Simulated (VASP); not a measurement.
Set up this calculation in VASP 6.6.1, as the native input.

```
Task                               : single point
Functional                         : HSE(alpha, omega)
Potentials or basis                : VASP PAW PBE potentials, release 64 (Ge_d)
Cutoff                             : 520 eV
k mesh                             : 6 × 6 × 5
Occupations                        : fermi-dirac, width 0.05 eV
Spin                               : no spin polarisation
Screening parameter                : 0.6
Grid for exact exchange (PRECFOCK) : Fast
Further INCAR settings             : ALGO = Normal; EDIFF = 1e-06
```

Crystal: Ge.

```xyz
1
Lattice="1.3971 -2.6005 0.0000 1.3971 2.6005 0.0000 0.0000 0.0000 2.6982" Properties=species:S:1:pos:R:3 pbc="T T T"
Ge    1.3971    0.0000    0.0000
```

This isn't the form of Ge at room conditions, which is diamond.

The input as run:

POSCAR

```
Ge
1.0
    1.3971490000     -2.6005160000      0.0000000000
    1.3971490000      2.6005160000      0.0000000000
    0.0000000000      0.0000000000      2.6982310000
Ge
1
Direct
    0.5000000000      0.5000000000      0.0000000000
```

INCAR.step1

```
PREC = Accurate
ENCUT = 520
EDIFF = 1E-5
ISMEAR = -1
SIGMA = 0.05
LREAL = False
LASPH = True
NELM = 60
ALGO = Normal
ISIF = 2
LWAVE = True
GGA = PE
```

INCAR.step2

```
PREC = Accurate
ENCUT = 520
EDIFF = 1E-6
ISMEAR = -1
SIGMA = 0.05
LREAL = False
LASPH = True
NELM = 60
ALGO = Normal
ISIF = 2
LWAVE = False
LCHARG = False
GGA = PE
LHFCALC = True
HFSCREEN = 0.6
AEXX = 0.25
PRECFOCK = Fast
ISTART = 1
```

KPOINTS

```
regular mesh
0
Gamma
  6 6 5
```

Potentials or basis: VASP PAW PBE potentials, release 64 (Ge_d).

Command:

```console
$ cat potpaw_PBE.64/Ge_d/POTCAR > POTCAR
$ cp INCAR.step1 INCAR
$ mpirun -np 1 vasp_std > vasp.out
$ cp INCAR.step2 INCAR
$ mpirun -np 1 vasp_std > vasp.out
```

It gave:

```
Pressure               : 0.3 GPa
Band gap on the k mesh : none (metal or under the smearing width)
```

Caveat: the k mesh is coarse (spacing up to 0.47 Å⁻¹), so the values aren't converged, least of all with exact exchange; the PAW data sets were made with another functional, which shifts forces and pressure a little.

It took 12 min on 1 thread of Intel(R) Xeon(R) Platinum 8259CL CPU @ 2.50GHz (Skylake/Cascade Lake), with other jobs on the host, peak memory 0.24 GiB.
